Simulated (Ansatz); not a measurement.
Method: DFT PBE, scalar-relativistic, plane waves, PAW in Ansatz. Settings: cutoff 420 eV, Γ-centred meshes spaced at most about 0.3 Å⁻¹, and about 0.25 Å⁻¹ or finer for metals (2π included), Gaussian smearing. No spin polarisation.

Each guess is relaxed in cell and atoms at zero pressure, on a coarse mesh first where it starts far from rest and then on a converged one. The steps can't lower the symmetry of the start, but it can rise. Energies are static (0 K, no zero-point motion).

Two unrelaxed guesses for Al2Cu3:

A.

```
Al Cu
1.0
    -1.51517    1.51517    7.57583
     1.51517   -1.51517    7.57583
     1.51517    1.51517   -7.57583
Al Cu
2 3
Direct
  0.80000 0.80000 0.00000
  0.20000 0.20000 0.00000
  0.60000 0.60000 0.00000
  0.00000 0.00000 0.00000
  0.40000 0.40000 0.00000
```

B.

```
Al Cu
1.0
     1.34986    0.77934   11.02156
    -1.34986    0.77934   11.02156
     0.00000   -1.55868   11.02156
Al Cu
2 3
Direct
  0.20000 0.20000 0.20000
  0.80000 0.80000 0.80000
  0.00000 0.00000 0.00000
  0.60000 0.60000 0.60000
  0.40000 0.40000 0.40000
```

**Question.** Where do they end, and which end is lower?

**Answer.** A ends lower, by 76 meV/atom. A: I4/mmm at 13.9 Å³/atom → I4/mmm at 13.4 Å³/atom; B: R-3m at 13.9 Å³/atom → R-3m at 13.6 Å³/atom. Counting all near atoms (those within 1.25 times the shortest distance at each site; a plus sign parts nearer from farther groups; a slash parts the counts of unlike sites), the end of A has Al 10, Cu 10/10+4 and the end of B has Al 12, Cu 12. End of A. Conventional cell: a = 3.172 Å, c = 13.307 Å. Al is surrounded by 5 Cu at 2.52–2.54 Å, 4 Al at 2.76 Å, 1 Cu at 2.81 Å and 4 Al at 3.17 Å; around Cu on a site of symmetry 4mm lie 4 Al at 2.54 Å, 5 Cu at 2.60–2.65 Å, 1 Al at 2.81 Å and 4 Cu at 3.17 Å; Cu on a site of symmetry 4/mmm is surrounded by 2 Al at 2.52 Å, 8 Cu at 2.60 Å and 4 Cu at 3.17 Å. End of B. Conventional cell: a = 2.745 Å, c = 31.225 Å. Al has 3 Cu at 2.57 Å and 9 Al at 2.75–2.84 Å; around Cu on a site of symmetry -3m lie 6 Cu at 2.55 Å and 6 Cu at 2.75 Å; around Cu on a site of symmetry 3m lie 3 Cu at 2.55 Å, 3 Al at 2.57 Å and 6 Cu at 2.75 Å.

Ends held by symmetry can be saddle points. Neither end is the lowest form computed: that has Al and Cu ordered on bcc sites, space group R-3m (No. 166) and lies 65 meV/atom below the better end. Some types were kept out of the candidates beforehand, so the set may lack a known form.
